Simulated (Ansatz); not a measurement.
**ZrO2: properties at the relaxed cell**

The task here is to estimate one member of a computed series from the others.

Computed with Ansatz 0.2.0 (DFT PBE, scalar-relativistic, plane waves, PAW, unless a step's input says otherwise).

1 further run of the same task is left out (set aside as unsound or not needed).

### The starting structure

It takes space group P4_2/nmc (No. 137, tetragonal). Conventional cell: a = 3.621 Å, b = 3.621 Å, c = 5.282 Å, α = 90.00°, β = 90.00°, γ = 90.00°. Around Zr (site symmetry -4m2) lie 4 O at 2.08 Å. Around O (site symmetry 2mm) lie 2 Zr at 2.08 Å.

Structure file:

```xyz
6
Lattice="3.6211 0.0000 0.0000 0.0000 3.6211 0.0000 0.0000 0.0000 5.2825" Properties=species:S:1:pos:R:3 pbc="T T T"
Zr    0.0000    0.0000    0.0000
Zr    1.8105    1.8105    2.6412
O     0.0000    1.8105    1.0184
O     0.0000    1.8105    3.6596
O     1.8105    0.0000    1.6228
O     1.8105    0.0000    4.2641
```

This cell was relaxed beforehand with the same method: volume 11.54 Å³/atom, gap on the mesh 4.06 eV.

Set-up of the first run:

input.yaml reads:

```yaml
crystal:
  lattice:
    - [3.6210708598, 0.0, 0.0]
    - [0.0, 3.6210708598, 0.0]
    - [0.0, 0.0, 5.2824584839]
  atoms:
    - { symbol: Zr, position: [0.0, 0.0, 0.0] }
    - { symbol: Zr, position: [0.5, 0.5, 0.5] }
    - { symbol: O, position: [0.0, 0.5, 0.1927881315] }
    - { symbol: O, position: [0.0, 0.5, 0.6927881315] }
    - { symbol: O, position: [0.5, 0.0, 0.3072118685] }
    - { symbol: O, position: [0.5, 0.0, 0.8072118685] }
basis:
  ecutwfc: 420
kpoints:
  mp_grid: { grid: [6, 6, 6] }
  band_path:
    path:
      - [[0.0, 0.0, 0.0], [0.0, 0.5, 0.0], [0.5, 0.5, 0.0], [0.0, 0.0, 0.0], [0.0, 0.0, 0.5], [0.0, 0.5, 0.5], [0.5, 0.5, 0.5], [0.0, 0.0, 0.5]]
      - [[0.0, 0.5, 0.0], [0.0, 0.5, 0.5]]
      - [[0.5, 0.5, 0.0], [0.5, 0.5, 0.5]]
    npoints: 14
hamiltonian:
  xc: pbe
scf:
  occupations: { method: gaussian, width: 0.02 }
  n_extra_bands: 15
output:
  forces: true
  stress: true
  eigenvalues: true
  populations: true
  dos: { projected: true, de: 0.02, nscf_kmesh: { grid: [9, 9, 9] } }
  bader: true
  write_density: true
  write_potential: true
  elf: true
  volumetric_format: npy
```

The run is started by

```bash
$ ansatz run input.yaml --threads 2 --pin off --max-ram 5120MiB --backend cpu --events-out ev --progress --plain --runs-dir out
```

Steps of the session up to this table: Bands, states and charges; Band edges anywhere in the zone; Levels beside the edges; Point at V/V0 = 0.97; The cell scaled to 1.03 of its volume; Point at V/V0 = 0.94; The cell scaled to 1.06 of its volume.

One of the session's tables, all rows but one given; the rest of the session is left out.

It belongs to the step «Energy against volume». 

| volume (Å³/atom) | energy above the lowest point (meV/atom) | pressure (GPa) | gap on the mesh (eV) |
| --- | --- | --- | --- |
| 10.851 | 23.5 | 11.66 | 4.06 |
| 11.198 | 5.5 | 5.25 | 4.08 |
| 11.544 | 0.0 | 0.01 | 4.06 |
| 11.890 | ? | ? | ? |
| 12.237 | 17.4 | -7.48 | 4.04 |

Estimate the missing values for volume (Å³/atom) = 11.890.

Worked estimate for «energy above the lowest point (meV/atom)». A straight line through the neighbours (11.544, 0.0) and (12.237, 17.4) gives 0.0 + (17.4 − 0.0) × (11.890 − 11.544) / (12.237 − 11.544) = 8.7; a parabola fitted to 3 rows on both sides gives 3.9.

The run gave: energy above the lowest point (meV/atom): 4.7; pressure (GPa): -4.18; gap on the mesh (eV): 4.04. In «energy above the lowest point (meV/atom)» the line misses by +4.0 and the parabola by -0.8.
